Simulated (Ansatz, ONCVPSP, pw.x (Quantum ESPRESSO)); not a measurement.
# copper (Cu) (fcc): variants of one ONCV potential in the solid

| Item | Value |
| --- | --- |
| Element | Cu |
| Generator | ONCVPSP 4.0.1.1 (patched build) |
| Type | optimised norm-conserving Vanderbilt (ONCV) |
| Functional | PBE |
| Relativity | scalar-relativistic |
| Frozen core | [Ne] 3s2 |
| Valence charge | 17 |
| Reference configuration | 3p6 3d10 4s1 |
| Partial waves | 4s: rc 2.50 bohr, ncon 4, nbas 7, qcut 2.6 1/bohr, 2 projectors, debl 2 Ha; 3p: rc 1.10 bohr, ncon 4, nbas 8, qcut 14.2 1/bohr, 3 projectors, debl 2 Ha; 3d: rc 1.40 bohr, ncon 3, nbas 6, qcut 11.6 1/bohr, 1 projector |
| Local potential | polynomial inside 0.95 bohr (lpopt 3, dvloc0 2 Ha) |
| Core correction | Teter function, fcfact 3.25, rcfact 1.55 |

In the p channel the program set the typed energies aside and used -2.651, 0.250, 2.250 Ha.

Crystal test: fcc Cu in pw.x 7.5, no spin, 15³ k-points, Fermi–Dirac smearing 0.01 Ry, cutoffs set for each file from its atomic test. The reference is all-electron LAPW (Ansatz 0.2.0) with the same functional, mesh and smearing; V0 and B0 come from Birch–Murnaghan fits to the pressures at five volumes. Errors are pseudo minus all-electron; Δ is the rms difference of the E(V) curves that follow from these fits, minima aligned, over ±6 % about the mean V0. Mesh and smearing are coarse, so the numbers serve the comparison and aren't converged zero-temperature values; the lattice is a test structure that the element need not adopt.

All-electron: a0 = 3.629 Å (V0 = 11.95 Å³/atom), B0 = 140.8 GPa.

Base: This is a poor potential for the solid. The generator flags a localised state at positive energy (s at 30 eV). Atomic configuration tests: 1 of 4 tests not solved or not reliable.

1 further variants are left out: they gave no file fit for a test, a broken result, the same result as the base, or pressures whose basis-set error rivals the error shown.

A dash in a converged row means that the minimum lies outside the volumes sampled.

```csv
change,cutoffs (Ry),pw.x,a0 (Å),a0 error (%),B0 error (%),Δ (meV/atom),mean pressure error (GPa)
base,140/560,converged; energies reset by the program,3.653,+0.64,+9.7,7.6,+2.95
"local potential polynomial inside 0.62 bohr (lpopt 3, dvloc0 2 Ha)",140/560,converged; bound ghost; energies reset by the program,–,–,–,–,-50.96
"local potential polynomial inside 0.80 bohr (lpopt 3, dvloc0 2 Ha)",140/560,converged; bound ghost; energies reset by the program,–,–,–,–,-39.51
"local potential polynomial inside 0.92 bohr (lpopt 3, dvloc0 2 Ha)",140/560,converged; energies reset by the program,3.655,+0.70,+9.5,8.2,+3.22
"local potential polynomial inside 1.04 bohr (lpopt 3, dvloc0 2 Ha)",140/560,converged; energies reset by the program,3.655,+0.72,+9.7,8.4,+3.30
```
